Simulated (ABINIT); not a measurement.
A run of ABINIT 10.8.3 (patched build) is set up as follows.

File run.abi:

```
pp_dirpath "./"
pseudos "Si.GGA_PBE-JTH.xml, O.GGA_PBE-JTH.xml"

acell 3*1.0 Angstrom
rprim
     4.9755888200     0.0000000000     0.0000000000
     0.0000000000     4.9755888200     0.0000000000
     0.0000000000     0.0000000000     6.9008894400
ntypat 2
znucl 14 8
natom 12
typat 1 1 1 1 2 2 2 2 2 2 2 2
xred
     0.8032465600     0.8032465600     0.5000000000
     0.6967534400     0.3032465600     0.2500000000
     0.3032465600     0.6967534400     0.7500000000
     0.1967534400     0.1967534400     0.0000000000
     0.7617576300     0.1103870700     0.4320415600
     0.8896129300     0.2382423700     0.0679584400
     0.1103870700     0.7617576300     0.5679584400
     0.2617576300     0.3896129300     0.8179584400
     0.2382423700     0.8896129300     0.9320415600
     0.7382423700     0.6103870700     0.3179584400
     0.3896129300     0.2617576300     0.1820415600
     0.6103870700     0.7382423700     0.6820415600

ecut 23.0
pawecutdg 45.0
pawxcdev 0
pawovlp 30

kptopt 1
ngkpt 6 6 4
nshiftk 1
shiftk 0.0 0.0 0.0

ixc 11

nband 40
occopt 3
tsmear 0.05 eV

nstep 100
tolvrs 1.0e-9

iomode 3
prtwf 0
prtden 0
prteig 0
prtebands 0
```

Potentials or basis: JTH PAW PBE v2.0.

Run with:

```bash
$ abinit run.abi > log 2>&1
```

Problem. Estimate the largest force.

Solution. 0.145 eV/Å.

Problem. What does it give for the band gap on the k mesh?

Solution. 5.72 eV, direct.

Problem. Predict the pressure.

Solution. 3.0 GPa.

Forces in eV/Å, atoms in the order of the input:
```
Si  -0.027 -0.027  0.000
Si   0.027 -0.027  0.000
Si  -0.027  0.027  0.000
Si   0.027  0.027  0.000
O    0.027  0.079  0.119
O   -0.079 -0.027 -0.119
O    0.079  0.027 -0.119
O    0.027 -0.079 -0.119
O   -0.027 -0.079  0.119
O   -0.027  0.079 -0.119
O   -0.079  0.027  0.119
O    0.079 -0.027  0.119
```

Caveat: the atomic spheres overlap. A k mesh can miss the band edges.
